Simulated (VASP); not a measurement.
Write the native input for VASP 6.6.1 that does the following.

- Task: relaxation of cell and atoms
- Functional: PBE
- Potentials or basis: VASP PAW PBE potentials, release 64 (Si, W)
- Cutoff: 520 eV
- k mesh: 18 × 18 × 18
- Occupations: gaussian, width 0.1 eV
- Spin: no spin polarisation
- Further INCAR settings: ALGO = Normal; EDIFF = 1e-07; IBRION = 2; EDIFFG = -0.002; NSW = 80; ISIF = 3

The structure of Si2W lies in POSCAR:

```
Si2W
1.0
   -1.6069000000      1.6069000000      3.9149500000
    1.6069000000     -1.6069000000      3.9149500000
    1.6069000000      1.6069000000     -3.9149500000
Si W
2 1
Direct
    0.3347000000      0.3347000000      0.0000000000
    0.6653000000      0.6653000000      0.0000000000
    0.0000000000      0.0000000000      0.0000000000
```

These files were run (other wordings do the same):

INCAR

```
PREC     = Accurate       # precision mode
ENCUT    = 520            # plane-wave cutoff, eV
EDIFF    = 1E-7           # SCF threshold, eV
ISMEAR   = 0              # smearing method
SIGMA    = 0.1            # smearing width, eV
LREAL    = F              # projectors in reciprocal space
LASPH    = T              # aspherical terms in the spheres
NELM     = 100            # most SCF steps
ALGO     = Normal         # electronic algorithm
ISIF     = 3              # what is computed and relaxed
LWAVE    = F              # write WAVECAR
LCHARG   = F              # write CHGCAR
GGA      = PE             # functional
IBRION   = 2              # ionic algorithm
NSW      = 80             # ionic steps
EDIFFG   = -0.002         # ionic threshold
KPAR     = 4
```

KPOINTS

```
regular mesh
0
Gamma
  18 18 18
```

Potentials or basis: VASP PAW PBE potentials, release 64 (Si, W).

The run is started by

```bash
$ cat potpaw_PBE.64/Si/POTCAR potpaw_PBE.64/W/POTCAR > POTCAR
$ mpirun -np 4 vasp_std > vasp.out
```

Results of the run:

| Quantity | Value |
| --- | --- |
| Relaxed volume | 13.63 Å³/atom |
| Relaxed cell | a = 4.544 Å, b = 4.544 Å, c = 4.544 Å, α = 138.42°, β = 138.42°, γ = 60.26° |
| Space group after relaxing (to 0.05 Å) | I4/mmm (No. 139) |
| Energy gained by relaxing | 1.2 meV/atom |
| Ionic steps | 8 |
| Pressure after relaxing | 0.0 GPa |
| Band gap on the k mesh | none (metal or under the smearing width) |

Wall time 2.3 min on 4 MPI ranks on Intel(R) Xeon(R) 6975P-C (Granite Rapids), on a shared host, peak memory 0.4 GiB a rank.
